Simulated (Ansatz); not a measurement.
Set up this calculation in Ansatz 0.2.0, as the native input.

- Task: band structure
- Functional: HSE06
- Potentials or basis: Ansatz PAW
- Cutoff: 420 eV (not typed: the program's choice for these potentials)
- k mesh: 6 × 6 × 6
- Occupations: fermi-dirac, width 0.05 eV
- Spin: no spin polarisation
- Path: [["G", "X", "W", "K", "G", "L", "U", "W", "L", "K"], ["U", "X"]]
- Points for each segment of the path: 4

The system is CsH.

```
CELL_PARAMETERS angstrom
0.00000 3.18800 3.18800
3.18800 0.00000 3.18800
3.18800 3.18800 0.00000
ATOMIC_POSITIONS crystal
Cs 0.00000 0.00000 0.00000
H 0.50000 0.50000 0.50000
```

These files were run (other wordings do the same):

input

```
crystal:
  lattice:
    - [0.0, 3.188, 3.188]
    - [3.188, 0.0, 3.188]
    - [3.188, 3.188, 0.0]
  atoms:
    - { symbol: Cs, position: [0.0, 0.0, 0.0] }
    - { symbol: H, position: [0.5, 0.5, 0.5] }
hamiltonian:
  xc: hse06
  pseudopotentials: { kind: paw }
kpoints:
  mp_grid: { grid: [6, 6, 6] }
  band_path:
    path:
      - [[0.0, 0.0, 0.0], [0.5, 0.0, 0.5], [0.5, 0.25, 0.75], [0.375, 0.375, 0.75], [0.0, 0.0, 0.0], [0.5, 0.5, 0.5], [0.625, 0.25, 0.625], [0.5, 0.25, 0.75], [0.5, 0.5, 0.5], [0.375, 0.375, 0.75]]
      - [[0.625, 0.25, 0.625], [0.5, 0.0, 0.5]]
    npoints: 4
scf:
  occupations: { method: fermi_dirac, width: 0.05 }
  n_extra_bands: 6
output:
  forces: true
  stress: true
  eigenvalues: true
  fatbands: false
  write_density: true
  write_potential: true
  elf: true
  volumetric_format: npy
```

It gave:

```json
{"Pressure": "0.1 GPa", "Band gap on the k mesh": "3.26 eV, direct", "Band gap along the path": "3.26 eV, direct"}
```

Caveat: spin-orbit coupling is left out, which moves the levels of the heavy elements; the PAW data sets come from PBE, with cores solved anew for the run's functional, which leaves a small shift of forces and pressure; the thresholds are loose for stress.

It took 54 s on 1 × NVIDIA H100 80GB HBM3 with 2 threads of AMD EPYC 7R13 Processor (Zen 3), on a shared host, peak memory 2.5 GiB.
